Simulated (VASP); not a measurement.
# Sr (P6_3/mmc) in VASP: notebook

Runs on Sr. Level: PBE. Tasks: single point.

All numbers are computed with VASP 6.6.1; they aren't measurements. Logs are shortened: lines on timing, memory, paths and dates and some standing lists are left out, and cuts for length are marked.

**1. The crystal as given**

It takes space group P6_3/mmc (No. 194, hexagonal). Conventional cell: a = 4.310 Å, b = 4.310 Å, c = 7.050 Å, α = 90.00°, β = 90.00°, γ = 120.00°. Sr (site symmetry -6m2) is surrounded by 12 Sr at 4.31 Å.

This isn't the form of Sr at room conditions, which is fcc.

**2. Single point, PBE**

INCAR reads:

```
SYSTEM = Sr
  ADDGRID = .False.
  ALGO = Normal
  EDIFF = 1E-6
  ENCUT = 500
  GGA = PE
  ISIF = 2
  ISMEAR = 0
  LASPH = .True.
  LCHARG = .False.
  LREAL = Auto
  LWAVE = .False.
  NBANDS = 17
  NELM = 100
  PREC = Accurate
  SIGMA = 0.15
```

KPOINTS reads:

```
k-points
0
Gamma
  10 10 6
  0 0 0
```

POSCAR reads:

```
Sr
1.0
    4.3100000000      0.0000000000      0.0000000000
   -2.1550000000      3.7325694903      0.0000000000
    0.0000000000      0.0000000000      7.0500000000
Sr
2
Direct
    0.6666666667      0.3333333333      0.7500000000
    0.3333333333      0.6666666667      0.2500000000
```

Potentials or basis: VASP PAW PBE potentials, release 64 (Sr_sv).

Run with:

```
cat potpaw_PBE.64/Sr_sv/POTCAR > POTCAR
mpirun -np 1 vasp_std > vasp.out
```

OUTCAR:

```text
SYSTEM = Sr
   EDIFF = 1E-6
   ENCUT = 500
   GGA = PE
   ISIF = 2
   ISMEAR = 0
   LASPH = .True.
   LREAL = Auto
   NELM = 100
   PREC = Accurate

 Found     56 irreducible k-points:

 Following reciprocal coordinates:
            Coordinates               Weight
  0.000000  0.000000  0.000000      1.000000
  0.100000  0.000000  0.000000      6.000000
  0.200000  0.000000  0.000000      6.000000
  0.300000  0.000000  0.000000      6.000000
  0.400000  0.000000  0.000000      6.000000
  0.500000  0.000000  0.000000      3.000000
   k-points           NKPTS =     56   k-points in BZ     NKDIM =     56   number of bands    NBANDS=     17
   number of dos      NEDOS =    301   number of ions     NIONS =      2
   total plane-waves  NPLWV =  55296
   dimension x,y,z NGX =    32 NGY =   32 NGZ =   54
   dimension x,y,z NGXF=    64 NGYF=   64 NGZF=  108
   ions per type =               2
   NGX,Y,Z   is equivalent  to a cutoff of  12.34, 12.34, 12.73 a.u.
   NGXF,Y,Z  is equivalent  to a cutoff of  24.69, 24.69, 25.47 a.u.
 SYSTEM =  Sr
   PREC   = accura    normal or accurate (medium, high low for compatibility)
   ISTART =      0    job   : 0-new  1-cont  2-samecut
   ICHARG =      2    charge: 1-file 2-atom 10-const
   ISPIN  =      1    spin polarized calculation?
   LNONCOLLINEAR =      F non collinear calculations
   LSORBIT =      F    spin-orbit coupling
   LASPH  =      T    aspherical Exc in radial PAW
   ENCUT  =  500.0 eV  36.75 Ry    6.06 a.u.   7.86  7.86 12.85*2*pi/ulx,y,z
   NELM   =    100;   NELMIN=  2; NELMDL= -5     # of ELM steps
   EDIFF  = 0.1E-05   stopping-criterion for ELM
   LREAL  =      T    real-space projection
   EDIFFG = 0.1E-04   stopping-criterion for IOM
   NSW    =      0    number of steps for IOM
   IBRION =     -1    ionic relax: 0-MD 1-quasi-New 2-CG
   NFREE  =      0    steps in history (QN), initial steepest desc. (CG)
   ISIF   =      2    stress and relaxation
   ISYM   =      2    0-nonsym 1-usesym 2-fastsym
   POTIM  = 0.5000    time-step for ionic-motion
   TEBEG  =    0.0;   TEEND  =   0.0 temperature during run
   PSTRESS=    0.0 pullay stress
   NELECT =      20.0000    total number of electrons
   NUPDOWN=      -1.0000    fix difference up-down
   EMIN   =  10.00;   EMAX   =-10.00  energy-range for DOS
   EFERMI =   0.00;   METHOD = LEGACY
   ISMEAR =     0;   SIGMA  =   0.15  broadening in eV -4-tet -1-fermi 0-gaus
   EFERMI_NEDOS =   21; number of points for ismear=-14 and -15
   IALGO  =     38    algorithm
   IMIX   =      4    mixing-type and parameters
     AMIX     =   0.40;   BMIX     =  1.00
     AMIX_MAG =   1.60;   BMIX_MAG =  1.00
  volume/ion in A,a.u.               =      56.71       382.68
  Fermi-wavevector in a.u.,A,eV,Ry     =   0.918037  1.734838 11.466874  0.842791
  Thomas-Fermi vector in A             =   2.043073
   LORBIT       =      0    0 simple, 1 ext, 2 COOP (PROOUT), +10 PAW based schemes
   GGA     = PE    functional components
   LHFCALC =     F    Hartree Fock is set to
   AEXX    =    0.0000 exact exchange contribution
   IVDW    =     0    specifies the selected vdW correction
   LEPSILON=     F    determine dielectric tensor
   LRPA    =     F    only Hartree local field effects (RPA)
 non-spin polarized calculation
 Gauss-broadening in eV      SIGMA  =   0.15
  energy-cutoff  :      500.00
  volume of cell :      113.42
 maximum number of plane-waves:      2898
 NGX is ok and might be reduce to    32
   NGX = 15   NGY = 15   NGZ = 25

 number of electron      20.0000000 magnetization

 Free energy of the ion-electron system (eV)
  ---------------------------------------------------
  ext. energy  EPLUGINS =         0.00000000
  ---------------------------------------------------
  free energy    TOTEN  =        -3.28036289 eV

  energy without entropy =       -3.24909262  energy(sigma->0) =       -3.26472775

 E-fermi :   1.5037     XC(G=0):  -7.2582

 val. band max:        1.5028853295   @ k =   0.0000   0.0000   0.0000
 cond. band min:       1.5138213126   @ k =   0.3000   0.3000   0.1667
 fundamental gap:      0.0109359831
 Fermi energy:         1.5037346483

 k-point     1 :       0.0000    0.0000    0.0000
  band No.  band energies     occupation
      1     -35.1942      2.00000
      2     -35.1823      2.00000
      3     -17.2573      2.00000
      4     -17.1128      2.00000
      5     -17.1128      2.00000
      6     -17.0888      2.00000
[... 9 lines left out ...]
     16       4.1451      0.00000
     17       4.6498      0.00000

 k-point     2 :       0.1000    0.0000    0.0000
  band No.  band energies     occupation
      1     -35.1932      2.00000
      2     -35.1818      2.00000
      3     -17.2517      2.00000
      4     -17.1255      2.00000
      5     -17.1168      2.00000
      6     -17.1020      2.00000
[... 9 lines left out ...]
     16       4.2764      0.00000
     17       4.3933      0.00000

 k-point     3 :       0.2000    0.0000    0.0000
  band No.  band energies     occupation
      1     -35.1904      2.00000
      2     -35.1805      2.00000
      3     -17.2363      2.00000
      4     -17.1591      2.00000
      5     -17.1360      2.00000
      6     -17.1271      2.00000
[... 9 lines left out ...]
     16       4.2487      0.00000
     17       4.3255      0.00000

 k-point     4 :       0.3000    0.0000    0.0000
  band No.  band energies     occupation
      1     -35.1868      2.00000
      2     -35.1792      2.00000
      3     -17.2144      2.00000
      4     -17.2008      2.00000
      5     -17.1768      2.00000
      6     -17.1393      2.00000
[... 9 lines left out ...]
     16       4.7600      0.00000
     17       4.8404      0.00000

 k-point     5 :       0.4000    0.0000    0.0000
  band No.  band energies     occupation
      1     -35.1836      2.00000
      2     -35.1784      2.00000
      3     -17.2347      2.00000
      4     -17.2089      2.00000
      5     -17.1919      2.00000
      6     -17.1490      2.00000
[... 9 lines left out ...]
     16       5.2707      0.00000
     17       5.6299      0.00000

 k-point     6 :       0.5000    0.0000    0.0000
  band No.  band energies     occupation
      1     -35.1822      2.00000
      2     -35.1783      2.00000
      3     -17.2477      2.00000
      4     -17.2210      2.00000
      5     -17.1805      2.00000
      6     -17.1527      2.00000
[... 9 lines left out ...]
     16       5.6844      0.00000
     17       6.2259      0.00000

 [... further k-points ...]

------------------------ aborting loop because EDIFF is reached ----------------------------------------

  FORCE on cell =-STRESS in cart. coord.  units (eV):
  Direction    XX          YY          ZZ          XY          YZ          ZX
  --------------------------------------------------------------------------------------
  -------------------------------------------------------------------------------------
  Total       -0.2404564     -0.2404564     -0.1219215      0.0000000      0.0000000     -0.0000000
  in kB       -3.3968212     -3.3968212     -1.7223314      0.0000000      0.0000000     -0.0000000
  external PRESSURE =      -2.8386579 kB  Pullay stress =       0.0000000 kB

 VOLUME and BASIS-vectors are now :
 -----------------------------------------------------------------------------
  energy-cutoff  :      500.00
  volume of cell :      113.42
      direct lattice vectors                 reciprocal lattice vectors
     4.310000000  0.000000000  0.000000000     0.232018561  0.133955979  0.000000000
    -2.155000000  3.732569490  0.000000000     0.000000000  0.267911958  0.000000000
     0.000000000  0.000000000  7.050000000     0.000000000  0.000000000  0.141843972

 POSITION                                       TOTAL-FORCE (eV/Angst)
 -----------------------------------------------------------------------------------
      2.15500      1.24419      5.28750         0.000000      0.000000      0.000000
     -0.00000      2.48838      1.76250        -0.000000     -0.000000      0.000000
 -----------------------------------------------------------------------------------
    total drift:                                0.000000     -0.000000      0.000000

  FREE ENERGIE OF THE ION-ELECTRON SYSTEM (eV)
  ---------------------------------------------------
  free  energy   TOTEN  =        -3.2803628907 eV

  energy  without entropy=       -3.2490926160  energy(sigma->0) =       -3.26472775
```

Wall time 40 s (1 thread of Intel Xeon 6975P-C (Granite Rapids), shared host); peak memory 0.24 GiB.

The run converged, but some of its settings lie outside the range that counts as converged, so its numbers aren't taken as properties of the crystal.

What came out:

```yaml
Free_energy: -3.2804 eV
Pressure: -0.3 GPa
Band_gap_on_the_k_mesh: none (metal or under the smearing width)
```

**3. Single point, PBE**

INCAR is that of step 2.

KPOINTS is that of step 2.

POSCAR reads:

```
Sr
1.0
    4.3100000000      0.0000000000      0.0000000000
   -2.1550000000      3.7325694903      0.0000000000
    0.0000000000      0.0000000000      7.0500000000
Sr
2
Direct
    0.6432960000      0.3178180000      0.7464440000
    0.3199860000      0.6535770000      0.2508690000
```

Potentials or basis: VASP PAW PBE potentials, release 64 (Sr_sv).

Run with:

```
cat potpaw_PBE.64/Sr_sv/POTCAR > POTCAR
mpirun -np 1 vasp_std > vasp.out
```

Run time: 3.5 min. Hardware: 1 thread of Intel Xeon 6975P-C (Granite Rapids), shared host; peak memory 0.45 GiB.

These settings aren't checked as converged: the numbers below hold their error.

What came out:

```
Free energy            : -3.2795 eV
Pressure               : -0.3 GPa
Largest force          : 0.041 eV/Å
Band gap on the k mesh : none (metal or under the smearing width)
```

**4. Single point, PBE**

INCAR, as its differences from that of step 3:

```diff
@@ -3,3 +3,3 @@
   ALGO = Normal
-  EDIFF = 1E-6
+  EDIFF = 1E-4
   ENCUT = 500
@@ -10,3 +10,3 @@
   LCHARG = .False.
-  LREAL = Auto
+  LREAL = .False.
   LWAVE = .False.
```

KPOINTS is that of step 3.

POSCAR reads:

```
Sr
1.0
    4.3100000000      0.0000000000      0.0000000000
   -2.1550000000      3.7325694903      0.0000000000
    0.0000000000      0.0000000000      7.0500000000
Sr
2
Direct
    0.6666666667      0.3333333333      0.7500000000
    0.3333333333      0.6666666667      0.2500000000
```

Potentials or basis: VASP PAW PBE potentials, release 64 (Sr_sv).

Run with:

```
cat potpaw_PBE.64/Sr_sv/POTCAR > POTCAR
mpirun -np 1 vasp_std > vasp.out
```

OUTCAR:

```text
SYSTEM = Sr
   EDIFF = 1E-4
   ENCUT = 500
   GGA = PE
   ISIF = 2
   ISMEAR = 0
   LASPH = .True.
   LREAL = .False.
   NELM = 100
   PREC = Accurate

 Found     56 irreducible k-points:

 Following reciprocal coordinates:
            Coordinates               Weight
  0.000000  0.000000  0.000000      1.000000
  0.100000  0.000000  0.000000      6.000000
  0.200000  0.000000  0.000000      6.000000
  0.300000  0.000000  0.000000      6.000000
  0.400000  0.000000  0.000000      6.000000
  0.500000  0.000000  0.000000      3.000000
   k-points           NKPTS =     56   k-points in BZ     NKDIM =     56   number of bands    NBANDS=     17
   number of dos      NEDOS =    301   number of ions     NIONS =      2
   total plane-waves  NPLWV =  55296
   dimension x,y,z NGX =    32 NGY =   32 NGZ =   54
   dimension x,y,z NGXF=    64 NGYF=   64 NGZF=  108
   ions per type =               2
   NGX,Y,Z   is equivalent  to a cutoff of  12.34, 12.34, 12.73 a.u.
   NGXF,Y,Z  is equivalent  to a cutoff of  24.69, 24.69, 25.47 a.u.
 SYSTEM =  Sr
   PREC   = accura    normal or accurate (medium, high low for compatibility)
   ISTART =      0    job   : 0-new  1-cont  2-samecut
   ICHARG =      2    charge: 1-file 2-atom 10-const
   ISPIN  =      1    spin polarized calculation?
   LNONCOLLINEAR =      F non collinear calculations
[... 55 lines left out ...]

 val. band max:        1.5034767640   @ k =   0.0000   0.0000   0.0000
 cond. band min:       1.5141873972   @ k =   0.3000   0.3000   0.1667
 fundamental gap:      0.0107106332
 Fermi energy:         1.5042407350

 k-point     1 :       0.0000    0.0000    0.0000
  band No.  band energies     occupation
      1     -35.1944      2.00000
      2     -35.1826      2.00000
      3     -17.2571      2.00000
      4     -17.1126      2.00000
      5     -17.1126      2.00000
      6     -17.0886      2.00000
[... 97 lines left out ...]
      4     -17.2209      2.00000
      5     -17.1803      2.00000
      6     -17.1526      2.00000
[... 9 lines left out ...]
     16       5.6847      0.00000
     17       6.2508      0.00000

 [... further k-points ...]

------------------------ aborting loop because EDIFF is reached ----------------------------------------

  FORCE on cell =-STRESS in cart. coord.  units (eV):
  Direction    XX          YY          ZZ          XY          YZ          ZX
  --------------------------------------------------------------------------------------
  -------------------------------------------------------------------------------------
  Total       -0.2157779     -0.2157779     -0.0975048     -0.0000000      0.0000000      0.0000000
  in kB       -3.0481984     -3.0481984     -1.3774071     -0.0000000      0.0000000      0.0000000
  external PRESSURE =      -2.4912679 kB  Pullay stress =       0.0000000 kB

 VOLUME and BASIS-vectors are now :
 -----------------------------------------------------------------------------
  energy-cutoff  :      500.00
  volume of cell :      113.42
      direct lattice vectors                 reciprocal lattice vectors
     4.310000000  0.000000000  0.000000000     0.232018561  0.133955979  0.000000000
    -2.155000000  3.732569490  0.000000000     0.000000000  0.267911958  0.000000000
     0.000000000  0.000000000  7.050000000     0.000000000  0.000000000  0.141843972

 POSITION                                       TOTAL-FORCE (eV/Angst)
 -----------------------------------------------------------------------------------
      2.15500      1.24419      5.28750         0.000000      0.000000      0.000000
     -0.00000      2.48838      1.76250        -0.000000     -0.000000      0.000000
 -----------------------------------------------------------------------------------
    total drift:                                0.000000     -0.000000      0.000000

  FREE ENERGIE OF THE ION-ELECTRON SYSTEM (eV)
  ---------------------------------------------------
  free  energy   TOTEN  =        -3.2802375758 eV

  energy  without entropy=       -3.2489854070  energy(sigma->0) =       -3.26461149
```

stdout:

```text
POSCAR found type information on POSCAR Sr
 POSCAR found :  1 types and       2 ions
 scaLAPACK will be used
 LDA part: xc-table for (Slater+PW92), standard interpolation
 POSCAR, INCAR and KPOINTS ok, starting setup
 FFT: planning ... GRIDC
 FFT: planning ... GRID_SOFT
 FFT: planning ... GRID
 WAVECAR not read
 entering main loop
```

Run time: 22 s. Hardware: 1 thread of Intel Xeon 6975P-C (Granite Rapids), shared host; peak memory 0.26 GiB.

The run converged, but some of its settings lie outside the range that counts as converged, so its numbers aren't taken as properties of the crystal.

Results:

- Free energy: -3.2802 eV
- Pressure: -0.2 GPa
- Band gap on the k mesh: none (metal or under the smearing width)
